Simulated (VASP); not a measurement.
# GaP (F-43m) in VASP: Born charges and dielectric tensor with LDA

Aim: the Born charges and dielectric tensor of GaP with LDA.

Everything below comes from runs of VASP 6.6.1. Logs are shortened: lines on timing, memory, paths and dates and some standing lists are left out, and cuts for length are marked.

**The experiment to reproduce.**

From “Stacking defects in GaP nanowires: Electronic structure and optical properties”, 2018, arxiv:1810.01194, for a bulk crystal of GaP at 10 K: band gap 2.34 eV (indirect).

How close the calculation comes is told below.

## 1. Starting point

The structure is cubic, space group F-43m (No. 216). Conventional cell: a = 5.393 Å, b = 5.393 Å, c = 5.393 Å, α = 90.00°, β = 90.00°, γ = 90.00°. Ga (site symmetry -43m) is surrounded by 4 P at 2.34 Å. P (site symmetry -43m) is surrounded by 4 Ga at 2.34 Å.

The cell is a database's computed one.

## 2. Born charges and dielectric tensor, LDA

Input file INCAR:

```
PREC = Accurate
ENCUT = 600
EDIFF = 1E-8
ISMEAR = 0
SIGMA = 0.02
LREAL = F
LASPH = T
NELM = 60
ALGO = Normal
ISIF = 2
LWAVE = F
LCHARG = F
LEPSILON = T
IBRION = 8
NSW = 1
```

Input file KPOINTS:

```
regular mesh
0
Gamma
  12 12 12
```

Input file POSCAR:

```
GaP
1.0
    0.0000000000      2.6964800000      2.6964800000
    2.6964800000      0.0000000000      2.6964800000
    2.6964800000      2.6964800000      0.0000000000
Ga P
1 1
Direct
    0.0000000000      0.0000000000      0.0000000000
    0.7500000000      0.7500000000      0.7500000000
```

Potentials or basis: VASP PAW LDA potentials, release 64 (Ga_d, P).

On the command line:

```
$ cat potpaw_LDA.64/Ga_d/POTCAR potpaw_LDA.64/P/POTCAR > POTCAR
$ mpirun -np 1 vasp_std > vasp.out
```

OUTCAR:

```text
PREC = Accurate
   ENCUT = 600
   EDIFF = 1E-8
   ISMEAR = 0
   LREAL = F
   LASPH = T
   NELM = 60
   ISIF = 2
   LEPSILON = T
   IBRION = 8
   NSW = 1

 ion  position               nearest neighbor table
   1  0.000  0.000  0.000-   2 2.34   2 2.34   2 2.34   2 2.34
   2  0.750  0.750  0.750-   1 2.34   1 2.34   1 2.34   1 2.34

  LATTYP: Found a face centered cubic cell.
 ALAT       =     5.3929600000

  Lattice vectors:

 A1 = (   0.0000000000,   2.6964800000,   2.6964800000)
 A2 = (   2.6964800000,   0.0000000000,   2.6964800000)
 A3 = (   2.6964800000,   2.6964800000,   0.0000000000)

Analysis of symmetry for initial positions (statically):
=====================================================================
 Subroutine PRICEL returns:
 Original cell was already a primitive cell.

 Routine SETGRP: Setting up the symmetry group for a
 face centered cubic supercell.

 Subroutine GETGRP returns: Found 24 space group operations
 (whereof 24 operations were pure point group operations)
 out of a pool of 48 trial point group operations.

The static configuration has the point symmetry T_d .

Analysis of symmetry for dynamics (positions and initial velocities):
=====================================================================
 Subroutine PRICEL returns:
 Original cell was already a primitive cell.

 Routine SETGRP: Setting up the symmetry group for a
 face centered cubic supercell.

 Subroutine GETGRP returns: Found 24 space group operations
 (whereof 24 operations were pure point group operations)
 out of a pool of 48 trial point group operations.

The dynamic configuration has the point symmetry T_d .

 Subroutine INISYM returns: Found 24 space group operations
 (whereof 24 operations are pure point group operations),
 and found     1 'primitive' translations

----------------------------------------------------------------------------------------

                                     Primitive cell

  volume of cell :      39.2122

  direct lattice vectors                    reciprocal lattice vectors
     0.000000000  2.696480000  2.696480000    -0.185426927  0.185426927  0.185426927
     2.696480000  0.000000000  2.696480000     0.185426927 -0.185426927  0.185426927
     2.696480000  2.696480000  0.000000000     0.185426927  0.185426927 -0.185426927

  length of vectors
     3.813398587  3.813398587  3.813398587     0.321168859  0.321168859  0.321168859

  position of ions in fractional coordinates (direct lattice)
     0.000000000  0.000000000  0.000000000
     0.750000000  0.750000000  0.750000000

  ion indices of the primitive-cell ions
   primitive index   ion index
                 1           1
                 2           2

----------------------------------------------------------------------------------------

 KPOINTS: regular mesh

Automatic generation of k-mesh.
 Grid dimensions read from file:
 generate k-points for:   12   12   12

 Generating k-lattice:

  Cartesian coordinates                     Fractional coordinates (reciprocal lattice)
    -0.015452244  0.015452244  0.015452244     0.083333333  0.000000000  0.000000000
     0.015452244 -0.015452244  0.015452244     0.000000000  0.083333333  0.000000000
     0.015452244  0.015452244 -0.015452244     0.000000000  0.000000000  0.083333333

  Length of vectors
     0.026764072  0.026764072  0.026764072

  Shift w.r.t. Gamma in fractional coordinates (k-lattice)
     0.000000000  0.000000000  0.000000000

 Subroutine IBZKPT returns following result:
 ===========================================

 Found     72 irreducible k-points:

 Following reciprocal coordinates:
            Coordinates               Weight
  0.000000  0.000000  0.000000      1.000000
  0.083333  0.000000  0.000000      8.000000
[... 488 lines left out ...]
      direct lattice vectors                 reciprocal lattice vectors
     0.000000000  2.696480000  2.696480000    -0.185426927  0.185426927  0.185426927
     2.696480000  0.000000000  2.696480000     0.185426927 -0.185426927  0.185426927
     2.696480000  2.696480000  0.000000000     0.185426927  0.185426927 -0.185426927

 POSITION                                       TOTAL-FORCE (eV/Angst)
 -----------------------------------------------------------------------------------
      0.00000      0.00000      0.00000        -0.000000     -0.000000     -0.000000
      4.04472      4.04472      4.04472         0.000000      0.000000      0.000000
 -----------------------------------------------------------------------------------
    total drift:                                0.000000      0.000000      0.000000

  FREE ENERGIE OF THE ION-ELECTRON SYSTEM (eV)
  ---------------------------------------------------
  free  energy   TOTEN  =       -10.4535629116 eV

  energy  without entropy=      -10.4535629116  energy(sigma->0) =      -10.45356291

 HEAD OF MICROSCOPIC STATIC DIELECTRIC TENSOR (INDEPENDENT PARTICLE, excluding Hartree and local field effects)
 ------------------------------------------------------
          11.406806     0.000000     0.000000
           0.000000    11.406806     0.000000
          -0.000000     0.000000    11.406806
 ------------------------------------------------------

 Free energy of the ion-electron system (eV)
  ---------------------------------------------------
  ---------------------------------------------------
  free energy    TOTEN  =        -1.10817371 eV

  energy without entropy =       -1.10817371

------------------------ aborting loop because EDIFF is reached ----------------------------------------

--------------------------------------- Ionic step        2  -------------------------------------------

------------------------ aborting loop because EDIFF is reached ----------------------------------------

--------------------------------------- Ionic step        3  -------------------------------------------

------------------------ aborting loop because EDIFF is reached ----------------------------------------

 PIEZOELECTRIC TENSOR FIELD DIRECTION 3  (e Angst)
 -----------------------------------------------------------------------------
    -0.00035  1.88414  0.00000           (  0.00000  0.03957  0.00000)
     1.88414 -0.00035  0.00000           (  0.03957  0.00000  0.00000)
     0.00000  0.00000 -0.00159           (  0.00000  0.00000  0.00000)

 PIEZOELECTRIC TENSOR FIELD DIRECTION 3  (C/m^2)
 -----------------------------------------------------------------------------
    -0.00014  0.76984  0.00000
     0.76984 -0.00014  0.00000
     0.00000  0.00000 -0.00065

--------------------------------------- Ionic step        4  -------------------------------------------

------------------------ aborting loop because EDIFF is reached ----------------------------------------

[... ionic steps 5 to 6 ...]

--------------------------------------- Ionic step        7  -------------------------------------------

 Free energy of the ion-electron system (eV)
  ---------------------------------------------------
  ---------------------------------------------------
  free energy    TOTEN  =        -0.04768141 eV

  energy without entropy =       -0.04768141

------------------------ aborting loop because EDIFF is reached ----------------------------------------

 INTERNAL STRAIN TENSOR  FOR ION    2  DIRECTION 1   (eV/Angst):
 -----------------------------------------------------------------------------
    -0.00646  0.00000  0.00000
     0.00000  0.00453  7.73774
     0.00000  7.73774  0.00453

 MACROSCOPIC STATIC DIELECTRIC TENSOR (including local field effects in DFT)
 ------------------------------------------------------
          10.688254     0.000000     0.000000
           0.000000    10.688254     0.000000
          -0.000000     0.000000    10.688254
 ------------------------------------------------------

 PIEZOELECTRIC TENSOR (including local field effects)  for field in x, y, z        (e  Angst)
          XX          YY          ZZ          XY          YZ          ZX
  --------------------------------------------------------------------------------
  x     0.00000     0.00000    -0.00000     0.00000     1.88855     0.00000
  y     0.00000    -0.00000    -0.00000     0.00000     0.00000     1.88855
  z     0.00000     0.00000     0.00000     1.88855     0.00000     0.00000

 PIEZOELECTRIC TENSOR (including local field effects)  for field in x, y, z        (C/m^2)
          XX          YY          ZZ          XY          YZ          ZX
  --------------------------------------------------------------------------------
  x     0.00000     0.00000    -0.00000     0.00000     0.77165     0.00000
  y     0.00000    -0.00000    -0.00000     0.00000     0.00000     0.77165
  z     0.00000     0.00000     0.00000     0.77165     0.00000     0.00000

 BORN EFFECTIVE CHARGES (including local field effects) (in |e|, cummulative output)
 ---------------------------------------------------------------------------------
 ion    1
    1     2.06956     0.00000     0.00000
    2     0.00000     2.06956     0.00000
    3     0.00000     0.00000     2.06956
 ion    2
    1    -2.06956     0.00000     0.00000
    2     0.00000    -2.06956     0.00000
    3     0.00000     0.00000    -2.06956

 INTERNAL STRAIN TENSOR FOR ION    2 for displacements in x,y,z  (eV/Angst):
          X           Y           Z          XY          YZ          ZX
  --------------------------------------------------------------------------------
  x     0.00000     0.00000     0.00000     0.00000     7.73774     0.00000
  y    -0.00000     0.00000    -0.00000     0.00000     0.00000     7.73774
  z     0.00000     0.00000     0.00000     7.73774     0.00000     0.00000

 SECOND DERIVATIVES (NOT SYMMETRIZED)
 ------------------------------------
               1X          1Y          1Z          2X          2Y          2Z
  1X   -10.436067    0.000000    0.000000   10.436067    0.000000    0.000000
  1Y     0.000000  -10.436067    0.000000    0.000000   10.436067    0.000000
  1Z     0.000000    0.000000  -10.436067    0.000000    0.000000   10.436067
  2X    10.469263    0.000000    0.000000  -10.469263    0.000000    0.000000
  2Y     0.000000   10.469263    0.000000    0.000000  -10.469263    0.000000
  2Z     0.000000    0.000000   10.469263    0.000000    0.000000  -10.469263

 Eigenvectors and eigenvalues of the dynamical matrix
 ----------------------------------------------------

   1 f  =   10.917384 THz    68.595947 2PiTHz  364.164731 cm-1    45.150652 meV
             X         Y         Z           dx          dy          dz
      0.000000  0.000000  0.000000     0.000000    0.000000   -0.554004
      4.044720  4.044720  4.044720     0.000000    0.000000    0.832514
[... 21 lines left out ...]
   6 f/i=    0.007996 THz     0.050237 2PiTHz    0.266702 cm-1     0.033067 meV
             X         Y         Z           dx          dy          dz
      0.000000  0.000000  0.000000     0.000188   -0.221045   -0.802632
      4.044720  4.044720  4.044720     0.000125   -0.147096   -0.534119

--------------------------------------------------------------------------------------------------------

 MACROSCOPIC STATIC DIELECTRIC TENSOR IONIC CONTRIBUTION
 ------------------------------------------------------
           1.890911     0.000000     0.000000
           0.000000     1.890911     0.000000
           0.000000     0.000000     1.890911
 ------------------------------------------------------

 ELASTIC MODULI CONTR FROM IONIC RELAXATION (kBar)
 Direction    XX          YY          ZZ          XY          YZ          ZX
 --------------------------------------------------------------------------------
 XX          -0.0000     -0.0000     -0.0000     -0.0000      0.0000      0.0000
 YY          -0.0000     -0.0000     -0.0000     -0.0000     -0.0000      0.0000
 ZZ          -0.0000     -0.0000     -0.0000      0.0000     -0.0000      0.0000
 XY          -0.0000     -0.0000      0.0000   -231.8890      0.0000      0.0000
 YZ           0.0000     -0.0000     -0.0000      0.0000   -231.8890      0.0000
 ZX           0.0000      0.0000      0.0000      0.0000      0.0000   -231.8890
 --------------------------------------------------------------------------------

 PIEZOELECTRIC TENSOR IONIC CONTR  for field in x, y, z        (C/m^2)
          XX          YY          ZZ          XY          YZ          ZX
  --------------------------------------------------------------------------------
  x     0.00000    -0.00000    -0.00000     0.00000    -0.62309     0.00000
  y     0.00000     0.00000     0.00000     0.00000     0.00000    -0.62309
  z    -0.00000    -0.00000     0.00000    -0.62309     0.00000     0.00000
```

It took 18 min on 1 thread of Intel Xeon Platinum 8488C (Sapphire Rapids), shared host; peak memory 0.52 GiB.

Results:

| Quantity | Value |
| --- | --- |
| Band gap on the k mesh | 1.39 eV, indirect (least direct gap 1.90 eV) |
| Electronic dielectric tensor (diagonal) | 10.69 |
| Born charges (mean of the diagonal) | Ga +2.07; P -2.07 e |
| Highest phonon frequency at Γ, LO-TO splitting left out | 364 cm⁻¹ |

Phonon frequencies in cm⁻¹ (negative: imaginary):
```
              q point        frequencies
(0.000, 0.000, 0.000)  0 0 0 364 364 364
```

Electronic dielectric tensor:
```
10.69  0.00  0.00
 0.00 10.69  0.00
 0.00  0.00 10.69
```

Born effective charge tensors (e):
atom 1, Ga
```
2.07 0.00 0.00
0.00 2.07 0.00
0.00 0.00 2.07
```
atom 2, P
```
-2.07  0.00  0.00
 0.00 -2.07  0.00
 0.00  0.00 -2.07
```

## 3. How close it comes

Step 2. Against the measured gap of GaP, 2.34 eV (indirect; 10 K; quoted in “Stacking defects in GaP nanowires: Electronic structure and optical properties”, 2018, arxiv:1810.01194), the calculated 1.39 eV is off by -0.95 eV. Spin-orbit coupling on Ga is left out. The value is that of LDA on a finite k mesh, which can miss the band edges, without temperature or zero-point motion. Semilocal functionals fall short of measured gaps as a rule. The cell is a database's relaxed one, not the measured one, which moves gaps too.
